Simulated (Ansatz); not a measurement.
# TaSi2: the cost of one run

Computed with Ansatz 0.2.0 (DFT PBEsol, scalar-relativistic, plane waves, PAW, unless a step's input says otherwise).

The COD entry's cell or inner coordinates are ideal or old and differ from later refinements, so a difference from it is no clean test against experiment.

2 further runs of the same task are left out: 2 set aside as unsound or not needed. Runs told in other sessions of the task aren't counted.

### Step 1. The system as given

The structure is hexagonal, space group P6_222 (No. 180). Conventional cell: a = 4.761 Å, b = 4.761 Å, c = 6.556 Å, α = 90.00°, β = 90.00°, γ = 120.00°. Around Ta (site symmetry 222) lie 10 Si at 2.60 to 2.81 Å. Si (site symmetry 2) has 5 Si at 2.55 to 2.81 Å and 5 Ta at 2.60 to 2.81 Å in its first shell of neighbours.

Structure file:

```cif
data_structure
_symmetry_space_group_name_H-M 'P6_222'
_symmetry_Int_Tables_number 180
_cell_length_a 4.7609
_cell_length_b 4.7609
_cell_length_c 6.5558
_cell_angle_alpha 90.000
_cell_angle_beta 90.000
_cell_angle_gamma 120.000
_cell_volume 128.68
loop_
_atom_site_label
_atom_site_type_symbol
_atom_site_symmetry_multiplicity
_atom_site_Wyckoff_symbol
_atom_site_fract_x
_atom_site_fract_y
_atom_site_fract_z
_atom_site_occupancy
Ta1 Ta 3 d 0.50000 0.00000 0.50000 1
Si1 Si 6 j 0.15927 0.31854 0.50000 1
```

It is the result of an earlier relaxation at this level (volume 14.30 Å³/atom; gap on the mesh: none (metal)).

### Step 2. The reference cell

The reference gives a free energy of -33153.7152 eV, pressure 0.03 GPa, largest force 0.008 eV/Å and gap on the mesh none (metal). It was computed beforehand with the settings of the runs below.

### Step 3. Next: shifting one sublattice

Every Ta atom is moved by x along the Cartesian unit vector (0.000, 1.000, 0.000); the cell and all other atoms stay fixed. Forces below are components along that vector, summed over the moved atoms.

### Step 4. At x = -0.100 Å

The input, input.yaml:

```yaml
crystal:
  lattice:
    - [4.7608595394, 0.0, 0.0]
    - [-2.3804297697, 4.123025305, 0.0]
    - [0.0, 0.0, 6.5557841079]
  atoms:
    - { symbol: Ta, position: [0.4878729825, -0.024254035, 0.5] }
    - { symbol: Ta, position: [0.4878729825, 0.475745965, 0.8333333333] }
    - { symbol: Ta, position: [-0.0121270175, 0.475745965, 0.1666666667] }
    - { symbol: Si, position: [0.1592675424, 0.3185350849, 0.5] }
    - { symbol: Si, position: [0.8407324576, 0.1592675424, 0.8333333333] }
    - { symbol: Si, position: [0.6814649151, 0.8407324576, 0.1666666667] }
    - { symbol: Si, position: [0.8407324576, 0.6814649151, 0.5] }
    - { symbol: Si, position: [0.1592675424, 0.8407324576, 0.8333333333] }
    - { symbol: Si, position: [0.3185350849, 0.1592675424, 0.1666666667] }
basis:
  ecutwfc: 420
kpoints:
  mp_grid: { grid: [12, 12, 6] }
hamiltonian:
  xc: pbesol
scf:
  occupations: { method: gaussian, width: 0.15 }
output:
  forces: true
  stress: true
  eigenvalues: true
```

Started as:

```bash
> ansatz run input.yaml --threads 2 --pin off --max-ram 5120MiB --backend cpu --events-out ev --progress --plain --runs-dir out
```

What time and memory should one allow on 2 threads of Arm Neoverse V2, shared host?

About 52 s, with a peak of 1 GiB.
